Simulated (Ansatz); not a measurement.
Predict the output of the script below (the Python package of Ansatz (0.2.0)).

Script `case_elastic.py`:
```python
'''Elastic constants of CaSe.'''

import ansatz
import numpy as np


def main() -> None:
    system = (
        ansatz.Lattice.fcc(6.6)
        .space_group(216)
        .atom('Ca', (0.0, 0.0, 0.0))
        .atom('Se', (0.25, 0.25, 0.25))
        .primitive()
    )

    base = system.calculation().functional('LDA').occupations(ansatz.OccupationsMethod.FIXED).kpoints(6, 6, 6)
    done = base.elastic(ansatz.ElasticMode.RELAXED_ION, amplitude=0.005).run(threads=1, backend='cpu')
    elastic = done.elastic

    C = np.asarray(elastic.c_gpa)
    for i in range(6):
        for j in range(i, 6):
            if abs(C[i, j]) > 0.05:
                print(f'C{i + 1}{j + 1} = {C[i, j]:.1f} GPa')
    print('smallest eigenvalue of C:', round(elastic.stability.min_eigenvalue_gpa, 1), 'GPa; tensor positive definite:', elastic.stability.min_eigenvalue_gpa > 0)
    # averaged moduli need a positive definite tensor
    if elastic.stability.min_eigenvalue_gpa > 0:
        for name, value in elastic.moduli.to_plain().items():
            print(f'{name:14s} {value:9.3f}')
        S = np.linalg.inv(elastic.c_gpa)
        print('Young modulus along x, y, z (GPa):', np.round(1 / np.diag(S)[:3], 1))
        print('linear compressibility along x, y, z (1/TPa):', np.round(1000 * S[:3, :3].sum(axis=1), 2))


if __name__ == '__main__':
    main()
```

```console
$ python case_elastic.py
DeckWarning: basis.ecutwfc = 420 eV, auto-derived from the records' recommended cutoffs: set by Ca (normal level)
C11 = 32.2 GPa
C12 = 23.9 GPa
C13 = 23.9 GPa
C22 = 32.2 GPa
C23 = 23.9 GPa
C33 = 32.2 GPa
C44 = 11.6 GPa
C55 = 11.6 GPa
C66 = 11.6 GPa
smallest eigenvalue of C: 8.3 GPa; tensor positive definite: True
k_voigt_gpa       26.639
k_reuss_gpa       26.639
k_hill_gpa        26.639
g_voigt_gpa        8.644
g_reuss_gpa        6.755
g_hill_gpa         7.699
youngs_gpa        21.068
poisson            0.368
Young modulus along x, y, z (GPa): [11.8 11.8 11.8]
linear compressibility along x, y, z (1/TPa): [12.51 12.51 12.51]
```
(Warnings from the package without file and line.)

What to keep in mind:
- Under fixed occupations the level called the Fermi level is the highest filled one on the SCF mesh; off the mesh a filled band can lie a little above it.
- A positive definite tensor excludes instabilities under uniform strain alone; phonons elsewhere in the zone can still be imaginary.
- The structure comes from a database of computed cells and needn't be a stable or known phase.
- The constants belong to the cell that was strained; where it wasn't relaxed first it may be under stress.
- It ran for 2.3 min on 1 thread of Arm Neoverse N1, with other jobs on the host, peak memory 0.45 GiB.

(A comment or docstring line of the script was reworded after the run, the code is as it ran.)
